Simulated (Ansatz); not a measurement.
# AlN: a single-point run

Wanted: a converged single-point run for AlN, and a check of what comes out. The structure is shown as the input types it. The cell is built on a prototype (rocksalt) and needn't be the phase found in nature.

Computed with Ansatz 0.2.0 (density functional or hybrid calculation with the settings of its input, plane waves (as first typed), unless a step's input says otherwise).

3 further runs of the same task are left out: 1 for a known fault of the program, 2 that didn't finish.

## (1) Starting point

It takes space group Fm-3m (No. 225, cubic). Conventional cell: a = 4.038 Å, b = 4.038 Å, c = 4.038 Å, α = 90.00°, β = 90.00°, γ = 90.00°. Al (site symmetry m-3m) is surrounded by 6 N at 2.02 Å. Around N (site symmetry m-3m) lie 6 Al at 2.02 Å.

Structure file:

```xyz
2
Lattice="0.0000 2.0189 2.0189 2.0189 0.0000 2.0189 2.0189 2.0189 0.0000" Properties=species:S:1:pos:R:3 pbc="T T T"
Al    0.0000    0.0000    0.0000
N     2.0189    2.0189    2.0189
```

## (2) Running it

Input file input.yaml:

```yaml
crystal:
  lattice:
    - [0.0, 2.0188684454, 2.0188684454]
    - [2.0188684454, 0.0, 2.0188684454]
    - [2.0188684454, 2.0188684454, 0.0]
  atoms:
    - { symbol: Al, position: [0.0, 0.0, 0.0] }
    - { symbol: "N", position: [0.5, 0.5, 0.5] }
kpoints:
  mp_grid: { grid: [8, 8, 8] }
hamiltonian:
  xc: pbe
scf:
  occupations: { method: fixed }
  n_extra_bands: 4
  convergence: { dr2_threshold: 1.0 }
  max_iter: 73
output:
  forces: true
  stress: true
  eigenvalues: true
```

Started as:

```sh
ansatz run input.yaml --threads 4 --pin off --max-ram 3686MiB --backend cpu --events-out ev --progress --plain --runs-dir out
```

**Question.** How will this run end, and is anything wrong with its input?

This run ends as converged, with warnings (force scf threshold loose, stress scf threshold loose). Its log warns: «scf.convergence.dr2_threshold = 1e0 eV is looser than this run's default, which is 1e-7 eV or tighter. The error in the forces grows as the threshold's square root ...»

The threshold asked is loose, but the program put off the close and ended at dr2 = 1.5e-13, so little accuracy was lost here.

To check: delete scf.convergence.dr2_threshold (the default then holds).
